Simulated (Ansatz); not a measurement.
# Al2Ru: response to a shear that moves c along a

The task here is to estimate one member of a computed series from the others.

Program: Ansatz 0.2.0. Level of theory: DFT PBEsol, scalar-relativistic, plane waves, PAW. These are calculated values, not measurements.

2 further runs of the same task are left out: 2 set aside as unsound or not needed.

## The structure to begin with

Symmetry: I4/mmm, No. 139, tetragonal system. Conventional cell: a = 3.121 Å, b = 3.121 Å, c = 8.423 Å, α = 90.00°, β = 90.00°, γ = 90.00°. Around Al (site symmetry 4mm) lie 5 Ru at 2.58 to 2.87 Å and 5 Al at 2.68 to 2.69 Å. Ru (site symmetry 4/mmm) is surrounded by 10 Al at 2.58 to 2.87 Å.

As a file:

```cif
data_structure
_symmetry_space_group_name_H-M 'I4/mmm'
_symmetry_Int_Tables_number 139
_cell_length_a 3.1214
_cell_length_b 3.1214
_cell_length_c 8.4231
_cell_angle_alpha 90.000
_cell_angle_beta 90.000
_cell_angle_gamma 90.000
_cell_volume 82.07
loop_
_atom_site_label
_atom_site_type_symbol
_atom_site_symmetry_multiplicity
_atom_site_Wyckoff_symbol
_atom_site_fract_x
_atom_site_fract_y
_atom_site_fract_z
_atom_site_occupancy
Al1 Al 4 e 0.50000 0.50000 0.15908 1
Ru1 Ru 2 a 0.00000 0.00000 0.00000 1
```

It goes back to an entry of the Materials Project, which need not be the stable form.

Set-up of the first run:

Input file input.yaml:

```yaml
crystal:
  lattice:
    - [3.121357763, 0.0, 0.0]
    - [0.0, 3.121357763, 0.0]
    - [0.0, 0.0, 8.4231041537]
  atoms:
    - { symbol: Al, position: [0.5, 0.5, 0.1590760825] }
    - { symbol: Al, position: [0.0, 0.0, 0.3409239175] }
    - { symbol: Al, position: [0.0, 0.0, 0.6590760825] }
    - { symbol: Al, position: [0.5, 0.5, 0.8409239175] }
    - { symbol: Ru, position: [0.0, 0.0, 0.0] }
    - { symbol: Ru, position: [0.5, 0.5, 0.5] }
basis:
  ecutwfc: 420
kpoints:
  mp_grid: { grid: [12, 12, 4] }
hamiltonian:
  xc: pbesol
scf:
  occupations: { method: gaussian, width: 0.1 }
output:
  forces: true
  stress: true
  eigenvalues: true
```

Launch:

```
$ ansatz run input.yaml --threads 1 --pin off --max-ram 2560MiB --backend cpu --events-out ev --progress --plain --runs-dir out
```

Steps of the session up to this table: Reference cell for the strains; Strain +1.0 %; The cell strained by +2.0 %; The cell strained by +3.0 %; Strain +4.0 %; Strain +6.0 %.

One of the session's tables, all rows but one given; the rest of the session is left out.

```
strain (%)  ΔE (meV/atom)
      +0.0            0.0
      +1.0            0.7
      +2.0            3.0
      +3.0            6.7
      +4.0              ?
      +6.0           26.6
```

Q: Estimate the row for strain (%) = +4.0 from the others.

Worked estimate for «ΔE (meV/atom)». A straight line through the neighbours (3.0, 6.7) and (6.0, 26.6) gives 6.7 + (26.6 − 6.7) × (4.0 − 3.0) / (6.0 − 3.0) = 13.3; a parabola fitted to 3 rows on both sides gives 11.9.

**Answer.** ΔE (meV/atom): 11.8. In «ΔE (meV/atom)» the line misses by +1.5 and the parabola by +0.1.

ΔE is over the unstrained cell. Stress in GPa, positive in compression, on the Cartesian axes of the input. 

Limits of these values: Warnings in the runs' records: stress scf threshold loose.
